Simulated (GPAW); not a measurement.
## 1 ML Ni on Cu(001), 3 substrate layers: which magnetic order is lowest

Wanted: the moments of 1 ML Ni on Cu(001), 3 substrate layers and the energy of each order that was tried.

Program: GPAW 26.7.0. Level of theory: PBE; plane waves with GPAW's PAW setups, scalar-relativistic. Results are calculated unless marked as measured.

### 1. Starting point

The cell holds 4 atoms: 3 Cu and 1 Ni. Cell: a = 2.556 Å, b = 2.556 Å, c = 19.368 Å, α = 90.0°, β = 90.0°, γ = 90.0°. pseudomorphic film on the substrate's lattice, hard-sphere layer spacings, unrelaxed, 14 A of vacuum. Vacuum lies along c.

### 2. Start 1: ferro +

Parallel moments need no larger cell; this start tests for a ferromagnetic state only.

Contents of order1.py:

```python
import json
import numpy as np
from ase import Atoms
from ase.parallel import paropen, parprint
from gpaw import GPAW

atoms = Atoms(['Cu', 'Cu', 'Cu', 'Ni'],
    cell=[[2.556191, 0.0, 0.0],
         [0.0, 2.556191, 0.0],
         [0.0, 0.0, 19.368211]],
    scaled_positions=[[0.0, 0.0, 0.361417],
         [0.5, 0.5, 0.45474],
         [0.0, 0.0, 0.548063],
         [0.5, 0.5, 0.638583]],
    pbc=True,
    magmoms=[0.0, 0.0, 0.0, 1.0])
atoms.calc = GPAW(mode={'name': 'pw', 'ecut': 500},
    xc='PBE',
    kpts={'size': (14, 14, 1), 'gamma': True},
    occupations={'name': 'fermi-dirac', 'width': 0.05},
    convergence={'density': 1e-05, 'energy': 1e-05},
    maxiter=250,
    symmetry={'tolerance': 1e-4},
    txt='order1.txt')
e = atoms.get_potential_energy(force_consistent=True)
res = {'free_energy': e, 'energy_sigma0': atoms.get_potential_energy(), 'fermi_energy': atoms.calc.get_fermi_level()}
res['moments'] = atoms.get_magnetic_moments().tolist()
res['total'] = atoms.get_magnetic_moment()
parprint('site moments (muB):', np.round(res['moments'], 3))
parprint(f"total moment: {res['total']:.3f} muB")
parprint(f'free energy: {e:.6f} eV')
atoms.calc.write('order1.gpw')
with paropen('results.json', 'w') as f:
    json.dump(res, f)
```

Command:

```
$ OMP_NUM_THREADS=1 mpirun -n 4 gpaw python order1.py > order1.log
```

Numbers of over 12 decimals in the logs are rounded to 6 here.

The log of the run:

```text
site moments (muB): [-0.004 -0.007  0.006  0.527]
total moment: 0.480 muB
free energy: -16.661651 eV

--- order1.txt ---
Input parameters:
  mode=PW(ecut=500),
  convergence={'density': 1e-05, 'energy': 1e-05},
  kpts=MonkhorstPack(size=(14, 14, 1), gamma=True),
  maxiter=250,
  occupations=Occupations(name='fermi-dirac', width=0.05),
  symmetry=Symmetry(tolerance=0.0001),
  xc=XC(name='PBE')

Diagonalizing LCAO Hamiltonian
Converting LCAO to pw mode
   .-----.
  /|     |
 * |     |
 | |     |
 | |     |
 | |     |
 | |     |
 | |     |
 | |     |
 | |     |
 | | Ni  |
 | |     |
 | |     |
 Cu|     |
 | | Cu  |
 | |     |
 | |     |
 Cu|     |
 | |     |
 | |     |
 | |     |
 | |     |
 | |     |
 | |     |
 | .-----.
 |/     /
 *-----*

Atoms  # Å, Bohr magnetons
|   | symbol |        x |        y |         z |    initial magnetic moments |
|---|--------|----------|----------|-----------|-----------------------------|
| 0 |     Cu | 0.000000 | 0.000000 |  7.000001 | ( 0.0000,  0.0000,  0.0000) |
| 1 |     Cu | 1.278096 | 1.278096 |  8.807500 | ( 0.0000,  0.0000,  0.0000) |
| 2 |     Cu | 0.000000 | 0.000000 | 10.615000 | ( 0.0000,  0.0000,  0.0000) |
| 3 |     Ni | 1.278096 | 1.278096 | 12.368210 | ( 0.0000,  0.0000,  1.0000) |

Unit cell  # Å
| periodic |        x |        y |         z |   lengths |    angles |
|----------|----------|----------|-----------|-----------|-----------|
|      yes | 2.556191 | 0.000000 |  0.000000 |  2.556191 | 90.000000 |
|      yes | 0.000000 | 2.556191 |  0.000000 |  2.556191 | 90.000000 |
|      yes | 0.000000 | 0.000000 | 19.368211 | 19.368211 | 90.000000 |

Number of symmetries: 8

BZ-sampling:
  Number of BZ points: 196
  Number of IBZ points: 36

  Monkhorst-Pack size: [14, 14, 1]
  Monkhorst-Pack shift: [0.035714, 0.035714, 0.0]

K-points  # in reciprocal-cell coordinates
|     |                                coordinates |     weight |
|-----|--------------------------------------------|------------|
|   0 | (  0.00000000,   0.00000000,   0.00000000) | 0.00510204 |
|   1 | (  0.07142857,   0.00000000,   0.00000000) | 0.02040816 |
|   2 | (  0.07142857,   0.07142857,   0.00000000) | 0.02040816 |
|   3 | (  0.14285714,   0.00000000,   0.00000000) | 0.02040816 |
|   4 | (  0.14285714,   0.07142857,   0.00000000) | 0.04081633 |
|   5 | (  0.14285714,   0.14285714,   0.00000000) | 0.02040816 |
|   6 | (  0.21428571,   0.00000000,   0.00000000) | 0.02040816 |
|   7 | (  0.21428571,   0.07142857,   0.00000000) | 0.04081633 |
|   8 | (  0.21428571,   0.14285714,   0.00000000) | 0.04081633 |
|   9 | (  0.21428571,   0.21428571,   0.00000000) | 0.02040816 |
| ... |                                            |            |
|  35 | (  0.50000000,   0.50000000,   0.00000000) | 0.00510204 |

Plane wave coefficients: 3265
Cutoff: 500.0 eV

Spin-components: 2 (collinear spins)
Bands:           34
Projectors:      24
Spin-degeneracy: 1
Datatype:        complex128

Parallelization:
  kpt:    4
  domain: 1
  band:   1

Density:
  Valence electrons: 49.0
  Components: 2
  Grid points: [ 14  14 100]
  Charge: 0.0  # |e|

Potential:
  Grid points: [ 14  14 100]

species:
  Cu:
    name:    Copper
    Z:       29.0
    valence: 11
    core:    18
    charge:  0.0  # [|e|]
    compensation charges:
      type: gauss
      rc: 0.33  # [Å]
      lmax: 2
    cutoffs:
      filter: 2.06  # [Å]
      core: 2.43  # [Å]
    projectors
    | kind |    occ | energy [eV] | rcut [Å] |
    |------|--------|-------------|----------|
    |   4s |  1.000 |      -4.609 |    1.164 |
    |   4p |  0.000 |      -0.698 |    1.164 |
    |   3d | 10.000 |      -5.039 |    1.058 |
    |    s |        |      22.603 |    1.164 |
    |    p |        |      26.513 |    1.164 |
    |    d |        |      22.172 |    1.058 |

    Using partial waves for Cu as LCAO basis

  Ni:
    name:    Nickel
    Z:       28.0
    valence: 16
    core:    12
    charge:  0.0  # [|e|]
    compensation charges:
      type: gauss
      rc: 0.36  # [Å]
      lmax: 2
    cutoffs:
      filter: 2.14  # [Å]
      core: 1.98  # [Å]
    projectors
    | kind |    occ | energy [eV] | rcut [Å] |
    |------|--------|-------------|----------|
    |   4s |  2.000 |      -5.642 |    1.164 |
    |   3p |  6.000 |     -71.394 |    1.207 |
    |   4p |  0.000 |      -1.226 |    1.207 |
    |   3d |  8.000 |      -8.875 |    1.138 |
    |    s |        |      21.570 |    1.164 |
    |    d |        |      18.337 |    1.138 |

    Using partial waves for Ni as LCAO basis

Reference energy: -176432.353971  # eV

eigensolver:
  PPCG
  Converge bands: occupied
  niter=2

density mixing:
  MSR1-Mixer
  Pratt-step length: 0.05
  Maximum mixing coefficient: 0.75
  Old densities: 10
  SVD Regularization: 0.005
  Good broyden scale: 1.0
  Trust region scale: 1.0
  Backstep threshold: 4.0
  History deletion threshold: 6.0
  Fourier metric: weight=20.0, sigma=0.015

occupation numbers:
  Fermi-Dirac:
    width: 0.0500  # eV

poisson solver:
  ecut: 4000.0  # eV

xc functional:
  name: PBE with 2 nearest neighbor stencil

convergence criteria:
- Maximum integral of absolute [dens]ity change: 1e-05 electrons / valence electron
- Maximum [total energy] change in last 3 cyles: 1e-05 eV / valence electron
- Maximum integral of absolute [eigenst]ate change: 4e-08 eV^2 / valence electron
maximum number of iterations: 250

SCF iterations
|iter     |      energy | eigst |  dens |  magmom |
|---------|-------------|-------|-------|---------|
|iter:   1|       0s |  -24.411703 | +0.24 |       |  +1.0009|
|iter:   2|       2s |  -19.536147 | -0.89 | -0.80 |  +0.9534|
|iter:   3|       4s |  -18.495650 | -1.49 | -1.00 |  +0.9755|
|iter:   4|       7s |  -17.136185 | -1.45 | -1.00 |  +0.9081|
|iter:   5|       9s |  -16.784842 | -2.11 | -1.33 |  +0.8991|
|iter:   6|      12s |  -16.699467 | -2.54 | -1.46 |  +0.8596|
|iter:   7|      14s |  -16.663445 | -3.12 | -1.74 |  +0.8279|
|iter:   8|      16s |  -16.656399 | -3.41 | -1.85 |  +0.7715|
|iter:   9|      19s |  -16.645966 | -3.60 | -1.85 |  +0.6918|
|iter:  10|      21s |  -16.643059 | -3.67 | -2.07 |  +0.6089|
|iter:  11|      23s |  -16.643383 | -4.26 | -2.51 |  +0.5715|
|iter:  12|      26s |  -16.644023 | -4.92 | -2.82 |  +0.5415|
|iter:  13|      28s |  -16.644460 | -4.85 | -2.93 |  +0.5032|
|iter:  14|      30s |  -16.644547 | -4.76 | -3.02 |  +0.4842|
|iter:  15|      33s |  -16.644917c| -4.69 | -3.13 |  +0.4822|
|iter:  16|      35s |  -16.644649c| -4.91 | -3.10 |  +0.4791|
|iter:  17|      37s |  -16.644565c| -6.07 | -3.49 |  +0.4806|
|iter:  18|      40s |  -16.644654c| -5.89 | -3.73 |  +0.4794|
|iter:  19|      42s |  -16.644572c| -6.32 | -3.53 |  +0.4794|
|iter:  20|      44s |  -16.644579c| -7.35 | -4.08 |  +0.4798|
|iter:  21|      47s |  -16.644577c| -7.61c| -4.44 |  +0.4801|
|iter:  22|      49s |  -16.644575c| -8.14c| -4.66 |  +0.4802|
|iter:  23|      50s |  -16.644575c| -7.66c| -5.01c|  +0.4803|

Converged in 23 steps
Energy contributions relative to reference atoms: (reference = -176432.353971)

Energy contributions:
  Kinetic:         -30.909105
  Coulomb:          24.451767
  Zero:              0.313653
  External:          0.000000
  Xc:              -10.483813
  Entropy:          -0.034153
  Spinorbit:         0.000000
  ----------------------------
  Free energy:     -16.661651
  Extrapolated:    -16.644575

dipole moment: (-11.106621, -11.106621, -0.029873)  # |e|*Ang

Total magnetic moment: (0.000000, 0.000000, 0.480323)

Local magnetic moments
|        x |        y |         z |
|----------|----------|-----------|
| 0.000000 | 0.000000 | -0.003737 |  # Cu   0
| 0.000000 | 0.000000 | -0.007032 |  # Cu   1
| 0.000000 | 0.000000 |  0.006316 |  # Cu   2
| 0.000000 | 0.000000 |  0.526686 |  # Ni   3

Fermi level: 0.051
Eigenvalues  # (at kpt = [0.000, 0.000, 0.000])
| band index |      eig [eV] | occ [0-1] |      eig [eV] | occ [0-1] |
|------------|---------------|-----------|---------------|-----------|
|          0 |       -63.282 |     1.000 |       -62.615 |     1.000 |
|        ... |               |           |               |           |
|         19 |        -1.522 |     1.000 |        -1.516 |     1.000 |
|         20 |        -1.522 |     1.000 |        -1.516 |     1.000 |
|         21 |        -1.427 |     1.000 |        -1.430 |     1.000 |
|         22 |        -1.212 |     1.000 |        -0.902 |     1.000 |
|         23 |        -0.515 |     1.000 |        -0.174 |     0.989 |
|         24 |        -0.515 |     1.000 |        -0.008 |     0.765 |
|         25 |        -0.448 |     1.000 |        -0.008 |     0.765 |
|         26 |        -0.183 |     0.991 |         0.254 |     0.017 |
|         27 |         1.471 |     0.000 |         1.453 |     0.000 |
|         28 |         4.502 |     0.000 |         4.494 |     0.000 |
|         29 |         4.830 |     0.000 |         4.806 |     0.000 |
|         30 |         6.327 |     0.000 |         6.317 |     0.000 |
|         31 |         7.469 |     0.000 |         7.469 |     0.000 |
|         32 |        14.075 |     0.000 |        14.073 |     0.000 |
|         33 |        14.075 |     0.000 |        14.073 |     0.000 |

No gap
No difference between direct/indirect transitions
```

Wall time 56 s (4 MPI ranks of Arm Neoverse V2, shared host); peak memory 0.94 GiB.

Spin moment in the augmentation sphere by atom:

```tsv
atom	spin moment in the augmentation sphere (μB)
Cu1	-0.004
Cu2	-0.007
Cu3	0.006
Ni4	0.527
```

Numbers from this step:

* magnetization: 0.4803 μB
* final state: ferromagnetic

After 23 cycles the largest moment stands at 0.527 μB.

### 3. Order 2, typed as antiferro q=(1/2,1/2,0) +-

Reversing part of the moments tests the sign of the couplings between them.

The cell is doubled to 8 atoms to hold this order. Its mesh is chosen so that both cells sample the same points.

Contents of order2.py:

```python
import json
import numpy as np
from ase import Atoms
from ase.parallel import paropen, parprint
from gpaw import GPAW

atoms = Atoms(['Cu', 'Cu', 'Cu', 'Cu', 'Cu', 'Cu', 'Ni', 'Ni'],
    cell=[[5.112382, 0.0, 0.0],
         [2.556191, 2.556191, 0.0],
         [0.0, 0.0, 19.368211]],
    scaled_positions=[[0.0, 0.0, 0.361417],
         [0.5, 0.0, 0.361417],
         [0.0, 0.5, 0.45474],
         [0.5, 0.5, 0.45474],
         [0.0, 0.0, 0.548063],
         [0.5, 0.0, 0.548063],
         [0.0, 0.5, 0.638583],
         [0.5, 0.5, 0.638583]],
    pbc=True,
    magmoms=[0.0, 0.0, 0.0, 0.0, 0.0, 0.0, 1.0, -1.0])
atoms.calc = GPAW(mode={'name': 'pw', 'ecut': 500},
    xc='PBE',
    kpts={'size': (7, 14, 1), 'gamma': True},
    occupations={'name': 'fermi-dirac', 'width': 0.05},
    convergence={'density': 1e-05, 'energy': 1e-05},
    maxiter=250,
    symmetry={'tolerance': 1e-4},
    txt='order2.txt')
e = atoms.get_potential_energy(force_consistent=True)
res = {'free_energy': e, 'energy_sigma0': atoms.get_potential_energy(), 'fermi_energy': atoms.calc.get_fermi_level()}
res['moments'] = atoms.get_magnetic_moments().tolist()
res['total'] = atoms.get_magnetic_moment()
parprint('site moments (muB):', np.round(res['moments'], 3))
parprint(f"total moment: {res['total']:.3f} muB")
parprint(f'free energy: {e:.6f} eV')
atoms.calc.write('order2.gpw')
with paropen('results.json', 'w') as f:
    json.dump(res, f)
```

Command:

```
$ OMP_NUM_THREADS=1 mpirun -n 4 gpaw python order2.py > order2.log
```

The log of the run:

```text
Input parameters:
  mode=PW(ecut=500),
  convergence={'density': 1e-05, 'energy': 1e-05},
  kpts=MonkhorstPack(size=(7, 14, 1), gamma=True),
  maxiter=250,
  occupations=Occupations(name='fermi-dirac', width=0.05),
  symmetry=Symmetry(tolerance=0.0001),
  xc=XC(name='PBE')

Diagonalizing LCAO Hamiltonian
Converting LCAO to pw mode

           Ni    Ni

       Cu    Cu
           Cu    Cu

       Cu    Cu

Atoms  # Å, Bohr magnetons
|   | symbol |        x |        y |         z |    initial magnetic moments |
|---|--------|----------|----------|-----------|-----------------------------|
| 0 |     Cu | 0.000000 | 0.000000 |  7.000001 | ( 0.0000,  0.0000,  0.0000) |
| 1 |     Cu | 2.556191 | 0.000000 |  7.000001 | ( 0.0000,  0.0000,  0.0000) |
| 2 |     Cu | 1.278096 | 1.278096 |  8.807500 | ( 0.0000,  0.0000,  0.0000) |
| 3 |     Cu | 3.834287 | 1.278096 |  8.807500 | ( 0.0000,  0.0000,  0.0000) |
| 4 |     Cu | 0.000000 | 0.000000 | 10.615000 | ( 0.0000,  0.0000,  0.0000) |
| 5 |     Cu | 2.556191 | 0.000000 | 10.615000 | ( 0.0000,  0.0000,  0.0000) |
| 6 |     Ni | 1.278096 | 1.278096 | 12.368210 | ( 0.0000,  0.0000,  1.0000) |
| 7 |     Ni | 3.834287 | 1.278096 | 12.368210 | ( 0.0000,  0.0000, -1.0000) |

Number of symmetries: 2

BZ-sampling:
  Number of BZ points: 98
  Number of IBZ points: 50

  Monkhorst-Pack size: [7, 14, 1]
  Monkhorst-Pack shift: [0.0, 0.035714, 0.0]

Plane wave coefficients: 6471
Cutoff: 500.0 eV

Spin-components: 2 (collinear spins)
Bands:           63
Projectors:      48
Spin-degeneracy: 1
Datatype:        complex128

Parallelization:
  kpt:    4
  domain: 1
  band:   1

Density:
  Valence electrons: 98.0
  Components: 2
  Grid points: [ 27  20 100]
  Charge: 0.0  # |e|

Potential:
  Grid points: [ 27  20 100]

[... setups left out ...]
Reference energy: -352864.707941  # eV

convergence criteria:
- Maximum integral of absolute [dens]ity change: 1e-05 electrons / valence electron
- Maximum [total energy] change in last 3 cyles: 1e-05 eV / valence electron
- Maximum integral of absolute [eigenst]ate change: 4e-08 eV^2 / valence electron
maximum number of iterations: 250

SCF iterations
|iter     |      energy | eigst |  dens |  magmom |
|---------|-------------|-------|-------|---------|
|iter:   1|       0s |  -48.789827 | +0.37 |       |  -0.0000|
|iter:   2|      19s |  -38.727201 | -0.50 | -0.80 |  -0.0000|
|iter:   3|      37s |  -36.908490 | -1.09 | -1.06 |  -0.0000|
|iter:   4|      55s |  -33.869105 | -1.05 | -1.02 |  -0.0000|
|iter:   5|      73s |  -33.366597 | -1.71 | -1.41 |  -0.0000|
|iter:   6|      91s |  -33.269673 | -2.03 | -1.52 |  -0.0000|
|iter:   7|     109s |  -33.215441 | -2.61 | -1.72 |  +0.0000|
|iter:   8|     127s |  -33.233471 | -2.83 | -1.82 |  -0.0000|
|iter:   9|     144s |  -33.234294 | -2.80 | -1.95 |  +0.0003|
|iter:  10|     162s |  -33.263108 | -3.04 | -2.25 |  -0.0039|
[... 34 iterations left out ...]
|iter:  45|     786s |  -33.260933c| -5.55 | -3.07 |  -0.0609|
|iter:  46|     804s |  -33.260870c| -6.31 | -3.23 |  -0.0535|
|iter:  47|     821s |  -33.260704c| -6.34 | -3.37 |  -0.0402|
|iter:  48|     839s |  -33.260642c| -6.83 | -3.49 |  -0.0335|
|iter:  49|     857s |  -33.260559c| -6.62 | -3.57 |  -0.0244|
|iter:  50|     875s |  -33.260530c| -6.65 | -3.69 |  -0.0154|
|iter:  51|     894s |  -33.260496c| -6.89 | -3.89 |  -0.0093|
|iter:  52|     911s |  -33.260496c| -7.13 | -4.07 |  -0.0054|
|iter:  53|     930s |  -33.260494c| -7.71c| -4.30 |  -0.0039|
|iter:  54|     947s |  -33.260488c| -7.88c| -4.45 |  -0.0023|
```

Run time: 16 min. Hardware: 4 MPI ranks; peak memory 1.9 GiB.

The run was cut off at its time limit.

It was cut off while still iterating. More time helps where the residual falls; where it has stalled, the mixing must change.

[end of part 1 of 2]

[Logs and program files are shortened in this print: banners, set-up blocks, solver, clock and traceback lines can be left out without a mark of their own.]

[Logs are printed without paths, hosts, clocks, repeated set-up lines and the standing remarks that a program may print on its own settings, such as how far it seeks lower states.]

[Hosts, paths, dates, database ids (printed as entryN), source tags and the programs' standing remarks are cut or masked in the printed files.]

[Where a cell is said to come from a database of computed structures, the database is the Materials Project.]
